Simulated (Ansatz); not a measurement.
A single-point calculation of GaAs (zincblende) with the PAW code Ansatz, at the level r2SCAN. The cell was relaxed with r2SCAN and then strained (uniaxial +4.51 % along z, other directions held), with the atoms relaxed again with r2SCAN; k points keep the names of the unstrained zone.

Input (YAML):
```yaml
crystal:
  lattice:
    - [0.0, 2.8330850947, 2.9608572325]
    - [2.8330850947, 0.0, 2.9608572325]
    - [2.8330850947, 2.8330850947, 0.0]
  atoms:
    - { symbol: Ga, position: [0.0, 0.0, 0.0] }
    - { symbol: As, position: [0.25, 0.25, 0.25] }
kpoints:
  mp_grid: { grid: [8, 8, 8] }
  band_path:
    path:
      - [0.0, 0.0, 0.0]
      - [-0.5, -0.5, 0.0]
      - [-0.375, -0.375, 0.25]
      - [-0.375, 0.0, 0.375]
      - [0.0, 0.0, 0.5]
      - [-0.5, -0.25, 0.25]
    npoints: 1
hamiltonian:
  xc: r2scan
scf:
  occupations: { method: fermi_dirac, width: 0.02 }
  n_extra_bands: 4
output:
  forces: true
  stress: true
  eigenvalues: true
```

Abridged output:
```
Functional definition: r2SCAN
  parameter k0 = 0.174
  parameter k1 = 0.065
  parameter a1 = 4.9479
  exchange = r2scan_x(k0 = k0, k1 = k1, a1 = a1)
  correlation = r2scan_c
Crystal: 2 atoms, lattice volume = 47.530 Å³
Basis set: ecut = 500 eV, 1211 PW (Γ)
Bands: 18, of which v1, the nominal top of the filled ones, is band 14 counted from 1 (13 counted from 0)
Symmetry: 8 space group operations
Space group: I-4m2 (ITA 119)
k-points: 59 of 512 (time reversal used)
preconditioner: auto → none  [insulator: Δε(μ)=0.447 eV  σ=0.020 eV  ℏωp=22.9 eV]
Free energy (F): -8655.721911 eV
Fermi energy:    7.615062 eV
--- Per-component energies (eV) ---
  E_band       = -347.340320
  E_kinetic    = 217.197275
  E_local      = -3991.019131
  E_nonlocal   = -242.825153
  E_hartree    = 2005.399364
  E_xc         = -135.853928
  E_vxc        = -142.871561
  E_paw        = -3852.247303
  E_vpaw       = -206.103259
  E_vtau       = 7.490547
  E_ewald      = -2654.262512
  E_core_change = -2.110478
--- Stress (GPa, compression-positive) ---
       -1.850169       0.000000       0.000000
        0.000000      -1.850169       0.000000
        0.000000       0.000000      -4.988889
  P = ⅓ Tr σ = -2.8964 GPa (-28.964 kbar)
--- Band table (eV; the first three rows and the last of 59) ---
  k-point 0: bands = […, -7.8215, -7.8132, -5.5757, 7.0828, 7.3550, 7.3550, 7.8612, 11.2639, 11.2639, 11.3982]
  k-point 1: bands = […, -7.8219, -7.8130, -5.3974, 5.3304, 6.9374, 7.1492, 8.9727, 11.5546, 11.6105, 11.8599]
  k-point 2: bands = […, -7.8221, -7.8117, -4.9012, 3.1768, 6.4733, 6.7570, 8.8990, 12.1122, 12.1979, 13.4849]
  k-point 58: bands = […, -7.8309, -7.8122, -3.2794, 0.3458, 4.8664, 4.8664, 9.3080, 9.5206, 17.6982, 17.6982]
```

The rows of the band table are 0: (0, 0, 0) = Γ, 1: (0, 0, 1/8), 2: (0, 0, 1/4), 58: (-1/2, -1/2, 0) = X.

Levels at the listed points, from bands.tsv (eV from the Fermi energy, bands near the gap, counted from 0):
```tsv
# k_distance	band_9	band_10	band_11	band_12	band_13	band_14	band_15	band_16	band_17
# fermi_ev = 7.615062
# [0, 0, 0] at k_distance = 0.000000
# [-0.5, -0.5, 0] at k_distance = 1.061042
# [-0.375, -0.375, 0.25] at k_distance = 1.453095
# [-0.375, 0, 0.375] at k_distance = 2.127356
# [0, 0, 0.5] at k_distance = 2.801617
# [-0.5, -0.25, 0.25] at k_distance = 3.568992
# levels_relative_to = fermi_ev
0.000	-15.428	-13.191	-0.532	-0.260	-0.260	0.246	3.649	3.649	3.783
1.061	-15.427	-10.895	-7.269	-2.749	-2.749	1.693	1.905	10.083	10.083
1.453	-15.433	-10.883	-7.029	-4.054	-2.333	2.196	4.891	7.901	8.044
2.127	-15.422	-10.799	-6.859	-4.051	-2.631	1.828	4.394	7.772	7.878
2.802	-15.423	-11.496	-6.883	-1.638	-1.273	0.836	4.523	4.769	7.888
3.569	-15.428	-10.763	-6.954	-3.739	-3.542	4.559	4.775	5.646	6.323
```
In order the rows are Γ, X, U, K, L, W.

With r2SCAN the gap is 0.51 eV and direct, at Γ. The mean pressure at these positions is -2.90 GPa, compression counted positive.

Calculated for a static, non-magnetic cell.

The runs are scalar-relativistic, without spin-orbit coupling.
